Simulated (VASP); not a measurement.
# AlN (F-43m) in VASP: notebook

Runs on AlN. Level: LDA. Tasks: relaxation of cell and atoms.

Program: VASP 6.6.1. These are calculated values, not measurements. Logs are shortened: lines on timing, memory, paths and dates and some standing lists are left out, and cuts for length are marked.

### Step 1. The crystal as given

Symmetry: F-43m, No. 216, cubic system. The conventional cell has a = 4.368 Å, b = 4.368 Å, c = 4.368 Å, α = 90.00°, β = 90.00°, γ = 90.00°. Al (site symmetry -43m) has 4 N at 1.89 Å as nearest neighbours. N (site symmetry -43m) is surrounded by 4 Al at 1.89 Å.

Measurements of this composition are mostly on another form, of space group No. 186.

### Step 2. Relaxation of cell and atoms, LDA

Input file INCAR:

```
SYSTEM = AlN
PREC = Accurate
ENCUT = 520
EDIFF = 1E-7
ISMEAR = 0
SIGMA = 0.02
LREAL = .False.
LASPH = .True.
NELM = 100
ALGO = Normal
ISIF = 3
LWAVE = .False.
LCHARG = .False.
IBRION = 2
NSW = 80
EDIFFG = -0.002
```

Input file KPOINTS:

```
regular mesh
0
Gamma
  12 12 12
  0 0 0
```

Input file POSCAR:

```
AlN
1.0
    0.0000000000      2.1839935600      2.1839935600
    2.1839935600      0.0000000000      2.1839935600
    2.1839935600      2.1839935600      0.0000000000
Al N
1 1
Direct
    0.0000000000      0.0000000000      0.0000000000
    0.7500000000      0.7500000000      0.7500000000
```

Potentials or basis: VASP PAW LDA potentials, release 64 (Al, N).

Command:

```bash
$ cat potpaw_LDA.64/Al/POTCAR potpaw_LDA.64/N/POTCAR > POTCAR
$ mpirun -np 1 vasp_std > vasp.out
```

OUTCAR:

```text
SYSTEM = AlN
   PREC = Accurate
   ENCUT = 520
   EDIFF = 1E-7
   ISMEAR = 0
   LREAL = .False.
   LASPH = .True.
   NELM = 100
   ISIF = 3
   IBRION = 2
   NSW = 80
   EDIFFG = -0.002

 ion  position               nearest neighbor table
   1  0.000  0.000  0.000-   2 1.89   2 1.89   2 1.89   2 1.89
   2  0.750  0.750  0.750-   1 1.89   1 1.89   1 1.89   1 1.89

  LATTYP: Found a face centered cubic cell.
 ALAT       =     4.3679871200

  Lattice vectors:

 A1 = (   0.0000000000,   2.1839935600,   2.1839935600)
 A2 = (   2.1839935600,   0.0000000000,   2.1839935600)
 A3 = (   2.1839935600,   2.1839935600,   0.0000000000)

Analysis of symmetry for initial positions (statically):
=====================================================================
 Subroutine PRICEL returns:
 Original cell was already a primitive cell.

 Routine SETGRP: Setting up the symmetry group for a
 face centered cubic supercell.

 Subroutine GETGRP returns: Found 24 space group operations
 (whereof 24 operations were pure point group operations)
 out of a pool of 48 trial point group operations.

The static configuration has the point symmetry T_d .

Analysis of symmetry for dynamics (positions and initial velocities):
=====================================================================
 Subroutine PRICEL returns:
 Original cell was already a primitive cell.

 Routine SETGRP: Setting up the symmetry group for a
 face centered cubic supercell.

 Subroutine GETGRP returns: Found 24 space group operations
 (whereof 24 operations were pure point group operations)
 out of a pool of 48 trial point group operations.

The dynamic configuration has the point symmetry T_d .

 Subroutine INISYM returns: Found 24 space group operations
 (whereof 24 operations are pure point group operations),
 and found     1 'primitive' translations

----------------------------------------------------------------------------------------

                                     Primitive cell

  volume of cell :      20.8345

  direct lattice vectors                    reciprocal lattice vectors
     0.000000000  2.183993560  2.183993560    -0.228938404  0.228938404  0.228938404
     2.183993560  0.000000000  2.183993560     0.228938404 -0.228938404  0.228938404
     2.183993560  2.183993560  0.000000000     0.228938404  0.228938404 -0.228938404

  length of vectors
     3.088633313  3.088633313  3.088633313     0.396532948  0.396532948  0.396532948

  position of ions in fractional coordinates (direct lattice)
[... 98 lines left out ...]
     AMIX     =   0.40;   BMIX     =  1.00
     AMIX_MAG =   1.60;   BMIX_MAG =  1.00
  volume/ion in A,a.u.               =      10.42        70.30
  Fermi-wavevector in a.u.,A,eV,Ry     =   1.189899  2.248583 19.263943  1.415860
  Thomas-Fermi vector in A             =   2.325996
   LORBIT       =      0    0 simple, 1 ext, 2 COOP (PROOUT), +10 PAW based schemes
   GGA     = CA    functional components
   LHFCALC =     F    Hartree Fock is set to
   AEXX    =    0.0000 exact exchange contribution
   IVDW    =     0    specifies the selected vdW correction
   LEPSILON=     F    determine dielectric tensor
   LRPA    =     F    only Hartree local field effects (RPA)
 conjugate gradient relaxation of ions
 non-spin polarized calculation
 Gauss-broadening in eV      SIGMA  =   0.02
  energy-cutoff  :      520.00
  volume of cell :       20.83
 maximum number of plane-waves:       569
   NGX = 11   NGY = 11   NGZ = 11

--------------------------------------- Ionic step        1  -------------------------------------------

 number of electron       8.0000001 magnetization

 Free energy of the ion-electron system (eV)
  ---------------------------------------------------
  ext. energy  EPLUGINS =         0.00000000
  ---------------------------------------------------
  free energy    TOTEN  =       -16.37288266 eV

  energy without entropy =      -16.37288266  energy(sigma->0) =      -16.37288266

------------------------ aborting loop because EDIFF is reached ----------------------------------------

  FORCE on cell =-STRESS in cart. coord.  units (eV):
  Direction    XX          YY          ZZ          XY          YZ          ZX
  --------------------------------------------------------------------------------------
  -------------------------------------------------------------------------------------
  Total       -0.3933703     -0.3933703     -0.3933703      0.0000000      0.0000000     -0.0000000
  in kB      -30.2501889    -30.2501889    -30.2501889      0.0000000      0.0000000     -0.0000000
  external PRESSURE =     -30.2501889 kB  Pullay stress =       0.0000000 kB
[... 59 lines left out ...]
--------------------------------------- Ionic step        3  -------------------------------------------

 number of electron       8.0000000 magnetization

 Free energy of the ion-electron system (eV)
  ---------------------------------------------------
  ext. energy  EPLUGINS =         0.00000000
  ---------------------------------------------------
  free energy    TOTEN  =       -16.37577468 eV

  energy without entropy =      -16.37577468  energy(sigma->0) =      -16.37577468

 E-fermi :   6.0173     XC(G=0): -11.3301

 val. band max:        5.8474930489   @ k =   0.0000   0.0000   0.0000
 cond. band min:       9.0768167554   @ k =   0.5000   0.5000   0.0000
 fundamental gap:      3.2293237065
 Fermi energy:         6.0173028066

 k-point     1 :       0.0000    0.0000    0.0000
  band No.  band energies     occupation
      1      -9.0615      2.00000
      2       5.8475      2.00000
      3       5.8475      2.00000
      4       5.8475      2.00000
      5      10.2133      0.00000
      6      18.3251      0.00000
      7      18.3251      0.00000
      8      18.3251      0.00000
[... 243 lines left out ...]
 k-point    24 :      -0.4167    0.1667    0.0000
  band No.  band energies     occupation
      1      -6.7076      2.00000
      2       0.3520      2.00000
      3       4.0360      2.00000
      4       5.1202      2.00000
      5      13.4248      0.00000
      6      14.6734      0.00000
      7      17.7987      0.00000
      8      18.0124      0.00000

 [... further k-points ...]

------------------------ aborting loop because EDIFF is reached ----------------------------------------

  FORCE on cell =-STRESS in cart. coord.  units (eV):
  Direction    XX          YY          ZZ          XY          YZ          ZX
  --------------------------------------------------------------------------------------
  -------------------------------------------------------------------------------------
  Total       -0.0013864     -0.0013864     -0.0013864      0.0000000      0.0000000     -0.0000000
  in kB       -0.1081870     -0.1081870     -0.1081870      0.0000000      0.0000000     -0.0000000
  external PRESSURE =      -0.1081870 kB  Pullay stress =       0.0000000 kB
[... 17 lines left out ...]
  FREE ENERGIE OF THE ION-ELECTRON SYSTEM (eV)
  ---------------------------------------------------
  free  energy   TOTEN  =       -16.3757746782 eV

  energy  without entropy=      -16.3757746782  energy(sigma->0) =      -16.37577468

 reached required accuracy - stopping structural energy minimisation
```

CONTCAR:

```text
AlN
   1.00000000000000
    -0.0000000000000000    2.1733656538822257    2.1733656538822257
     2.1733656538822257    0.0000000000000000    2.1733656538822257
     2.1733656538822257    2.1733656538822257    0.0000000000000000
  Al              N
     1     1
Direct
     0.0000000000000000    0.0000000000000000    0.0000000000000000
     0.7500000000000000    0.7500000000000000    0.7500000000000000

  0.00000000E+00  0.00000000E+00  0.00000000E+00
  0.00000000E+00  0.00000000E+00  0.00000000E+00
```

Run time: 13 s. Hardware: 1 thread of Intel Xeon Platinum 8259CL at 2.50GHz (Skylake/Cascade Lake), shared host; peak memory 0.13 GiB.

Results:

```
Free energy                            : -16.3758 eV
Relaxed volume                         : 10.27 Å³/atom
Relaxed cell                           : a = 3.074 Å, b = 3.074 Å, c = 3.074 Å, α = 60.00°, β = 60.00°, γ = 60.00°
Space group after relaxing (to 0.05 Å) : F-43m (No. 216)
Energy gained by relaxing              : 1.4 meV/atom
Ionic steps                            : 3
Pressure after relaxing                : 0.0 GPa
Band gap on the k mesh                 : 3.23 eV, indirect (least direct gap 4.37 eV)
```

Step by step:
| step | energy change (eV) | largest force (eV/Å) | pressure (GPa) | volume (Å³) |
| --- | --- | --- | --- | --- |
| 1 | 0.0000 | 0.0000 | -3.03 | 20.83 |
| 2 | -0.0002 | 0.0000 | 3.04 | 20.25 |
| 3 | -0.0029 | 0.0000 | -0.01 | 20.53 |

Final structure:
```cif
data_structure
_symmetry_space_group_name_H-M 'P 1'
_symmetry_Int_Tables_number 1
_cell_length_a 3.0736
_cell_length_b 3.0736
_cell_length_c 3.0736
_cell_angle_alpha 60.000
_cell_angle_beta 60.000
_cell_angle_gamma 60.000
_cell_volume 20.53
loop_
_atom_site_label
_atom_site_type_symbol
_atom_site_fract_x
_atom_site_fract_y
_atom_site_fract_z
_atom_site_occupancy
Al1 Al 0.00000 0.00000 0.00000 1
N1 N 0.75000 0.75000 0.75000 1
```

### Step 3. Relaxation of cell and atoms, LDA

This run uses another cell than the first one, of 10.27 Å³/atom, 0.985 times its volume.

INCAR is that of step 2.

KPOINTS is that of step 2.

Input file POSCAR:

```
AlN                                     
1.0
   -0.0000000000      2.1733656539      2.1733656539
    2.1733656539      0.0000000000      2.1733656539
    2.1733656539      2.1733656539      0.0000000000
  Al              N             
     1     1
Direct
     0.0000000000000000    0.0000000000000000    0.0000000000000000
     0.7500000000000000    0.7500000000000000    0.7500000000000000
```

Potentials or basis: VASP PAW LDA potentials, release 64 (Al, N).

Command:

```bash
$ cat potpaw_LDA.64/Al/POTCAR potpaw_LDA.64/N/POTCAR > POTCAR
$ mpirun -np 1 vasp_std > vasp.out
```

It took 6.8 s on 1 thread of Intel Xeon Platinum 8259CL at 2.50GHz (Skylake/Cascade Lake), shared host; peak memory 0.12 GiB.

It converged, with:

```yaml
Free_energy: -16.3756 eV
Pressure_after_relaxing: 0.0 GPa
Band_gap_on_the_k_mesh: 3.23 eV, indirect (least direct gap 4.37 eV)
```

Final structure:
```cif
data_structure
_symmetry_space_group_name_H-M 'P 1'
_symmetry_Int_Tables_number 1
_cell_length_a 3.0736
_cell_length_b 3.0736
_cell_length_c 3.0736
_cell_angle_alpha 60.000
_cell_angle_beta 60.000
_cell_angle_gamma 60.000
_cell_volume 20.53
loop_
_atom_site_label
_atom_site_type_symbol
_atom_site_fract_x
_atom_site_fract_y
_atom_site_fract_z
_atom_site_occupancy
Al1 Al 0.00000 0.00000 0.00000 1
N1 N 0.75000 0.75000 0.75000 1
```

Levels at points of the mesh, in eV from the valence-band top:
| k point | band 1 | band 2 | band 3 | band 4 | band 5 | band 6 | band 7 | band 8 |
| --- | --- | --- | --- | --- | --- | --- | --- | --- |
| (0.00, 0.00, 0.00) | -14.91 | 0.00 | 0.00 | 0.00 | 4.37 | 12.48 | 12.48 | 12.48 |
| (0.50, 0.00, 0.00) | -12.74 | -5.97 | -0.49 | -0.49 | 7.40 | 9.87 | 11.05 | 11.05 |
| (0.50, 0.50, 0.00) | -12.07 | -5.00 | -1.81 | -1.81 | 3.23 | 8.50 | 13.95 | 15.67 |

Caveat: the relaxation stopped at its first step, so nothing moved.
